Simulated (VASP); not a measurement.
Write the native input for VASP 6.6.1 that does the following.

* Task: relaxation of cell and atoms
* Functional: PBE
* Potentials or basis: VASP PAW PBE potentials, release 64 (Cd, H)
* Cutoff: 600 eV
* k mesh: 6 × 6 × 2
* Occupations: gaussian, width 0.1 eV
* Spin: no spin polarisation
* Dipole correction: no
* Further INCAR settings: ALGO = Normal; EDIFF = 1e-06; IBRION = 2; EDIFFG = -0.0325; NSW = 90; ISIF = 3

The structure of CdH lies in POSCAR:

```
CdH
1.0
    3.0004515812      0.0000000000      0.0000000000
   -1.5002257906      2.5984672921      0.0000000000
    0.0000000000      0.0000000000     11.8769109110
Cd H
4 4
Direct
    1.0000000000      1.0000000000      0.0000000000
    0.3333333333      0.6666666667      0.2500000000
    1.0000000000      1.0000000000      0.5000000000
    0.6666666667      0.3333333333      0.7500000000
    0.3333333333      0.6666666667      0.6190476190
    0.6666666667      0.3333333333      0.3809523810
    0.6666666667      0.3333333333      0.1190476190
    0.3333333333      0.6666666667      0.8809523810
```

The cell comes from a database or a generator and needn't be the stable form of this composition.

The cell isn't the ideal one: 4 H put on empty site 1 of 1 host cells, relaxed.

These files were run (other wordings do the same):

INCAR

```
PREC     = Accurate       # precision mode
ENCUT    = 600            # plane-wave cutoff, eV
EDIFF    = 1E-6           # SCF threshold, eV
ISMEAR   = 0              # smearing method
SIGMA    = 0.1            # smearing width, eV
LREAL    = F              # projectors in reciprocal space
LASPH    = T              # aspherical terms in the spheres
NELM     = 100            # most SCF steps
ALGO     = Normal         # electronic algorithm
ISIF     = 3              # what is computed and relaxed
LWAVE    = F              # write WAVECAR
LCHARG   = F              # write CHGCAR
GGA      = PE             # functional
IBRION   = 2              # ionic algorithm
NSW      = 90             # ionic steps
EDIFFG   = -0.0325        # ionic threshold
```

KPOINTS

```
Automatic mesh
0
Gamma
  6 6 2
```

Potentials or basis: VASP PAW PBE potentials, release 64 (Cd, H).

Run with:

```bash
$ cat potpaw_PBE.64/Cd/POTCAR potpaw_PBE.64/H/POTCAR > POTCAR
$ mpirun -np 1 vasp_std > vasp.out
```

Results of the run:

```json
{
  "Relaxed volume": "16.24 Å³/atom",
  "Relaxed cell": "a = 3.167 Å, b = 3.167 Å, c = 14.959 Å, α = 90.00°, β = 90.00°, γ = 120.00°",
  "Space group after relaxing (to 0.05 Å)": "P6_3/mmc (No. 194)",
  "Energy gained by relaxing": "293.9 meV/atom",
  "Ionic steps": "22",
  "Pressure after relaxing": "-0.2 GPa",
  "Largest force after relaxing": "0.030 eV/Å",
  "Band gap on the k mesh": "none (metal or under the smearing width)"
}
```

Caveat: the k mesh is coarse (spacing up to 0.40 Å⁻¹), so the values aren't converged; the volume moved by over 15 % at a fixed basis, so the end points are rough.

Wall time 8.5 min on 1 thread of Intel(R) Xeon(R) Platinum 8488C (Sapphire Rapids) (shared host), peak memory 0.25 GiB.
